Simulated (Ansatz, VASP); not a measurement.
## One calculation of CoO, two programs

The input INCAR:

```
SYSTEM = CoO
  ALGO = Normal
  EDIFF = 1E-7
  ENCUT = 520
  GGA = PS
  ISIF = 2
  ISMEAR = 0
  ISPIN = 2
  LASPH = .True.
  LCHARG = .False.
  LDAU = .True.
  LDAUJ = 0 0
  LDAUL = 2 -1
  LDAUPRINT = 1
  LDAUTYPE = 2
  LDAUU = 1 0
  LMAXMIX = 4
  LORBIT = 11
  LREAL = .False.
  LWAVE = .False.
  MAGMOM = 2.76 0.32
  NBANDS = 18
  NELM = 150
  PREC = Accurate
  SIGMA = 0.05
```

File KPOINTS:

```
k-points
0
Gamma
  8 8 8
  0 0 0
```

File POSCAR:

```
CoO
1.0
    0.0000000000      2.1315016600      2.1315016600
    2.1315016600      0.0000000000      2.1315016600
    2.1315016600      2.1315016600      0.0000000000
Co O
1 1
Direct
    0.0000000000      0.0000000000      0.0000000000
    0.5000000000      0.5000000000      0.5000000000
```

Input for Ansatz:

```yaml
crystal:
  lattice:
    - [0.0, 2.13150166, 2.13150166]
    - [2.13150166, 0.0, 2.13150166]
    - [2.13150166, 2.13150166, 0.0]
  atoms:
    - { symbol: Co, position: [0.0, 0.0, 0.0], spin: 3.0 }
    - { symbol: O, position: [0.5, 0.5, 0.5] }
basis:
  ecutwfc: 420
  ecutrho_ratio: 4
kpoints:
  mp_grid: { grid: [8, 8, 8] }
hamiltonian:
  xc: pbesol
  hubbard:
    sites:
      - { site: 0, l: d, u_eff: 1.0, starting_ns: [{ spin: up, occupation_matrix: s0up }, { spin: down, occupation_matrix: s0down }] }
    occupation_matrices:
      s0up:
        matrix:
          - [0.97, 0.0, 0.0, 0.0, 0.0]
          - [0.0, 0.97, 0.0, 0.0, 0.0]
          - [0.0, 0.0, 0.97, 0.0, 0.0]
          - [0.0, 0.0, 0.0, 0.97, 0.0]
          - [0.0, 0.0, 0.0, 0.0, 0.97]
      s0down:
        matrix:
          - [0.495, 0.0, 0.0, 0.0, 0.475]
          - [0.0, 0.02, 0.0, 0.0, 0.0]
          - [0.0, 0.0, 0.02, 0.0, 0.0]
          - [0.0, 0.0, 0.0, 0.97, 0.0]
          - [0.475, 0.0, 0.0, 0.0, 0.495]
    ns_hold: until_converged
scf:
  occupations: { method: gaussian, width: 0.05 }
  lower_state_search: "off"
  max_iter: 150
output:
  forces: true
  stress: true
  eigenvalues: true
  populations: true
  hubbard: { sites: [{ site: 0, l: d }] }
magnetization:
  spin_polarized: true
```

Alike in both runs: task single point; functional PBEsol; k mesh 8 × 8 × 8; occupations gaussian, width 0.05 eV; collinear spin; Hubbard terms Co d U = 1.0 eV.

|  | VASP | Ansatz |
| --- | --- | --- |
| version | VASP 6.6.1 | Ansatz 0.2.0 |
| potentials or method | VASP PAW PBE potentials, release 64 (Co, O) | scalar-relativistic, plane waves, PAW |
| plane-wave cutoff (eV) | 520 | 420 |
| valence electrons in the cell | 15 | 23 |

|  | VASP | Ansatz | Ansatz less VASP |
| --- | --- | --- | --- |
| gap on the k mesh at the Fermi level (eV) | none | none | - |
| pressure (GPa) | -11.0 | -5.9 | +5.07 |
| largest component of the traceless stress (GPa) | 0.00 | 2.25 | +2.249 |
| net moment per atom (μB) | 1.50 | 1.47 | -0.028 |
| size of the moment on the site where the two differ most (μB) | 2.65 | 2.51 | -0.137 |

Site moments also hang on the region over which each program counts them. The programs project onto different local orbitals, so the same U acts differently. A gap of «none» marks a metal or a gap that the smearing closes. The two sets of potentials don't hold the same shells in valence. Ansatz warned: «filled_band_counts_differ_across_k_points».

Caveats: the PAW data sets were made with another functional, which shifts forces and pressure a little (VASP); a cell with one magnetic atom can't hold antiferromagnetic order, which such compounds often take. The state reached can hang on the start; a lower one may exist.
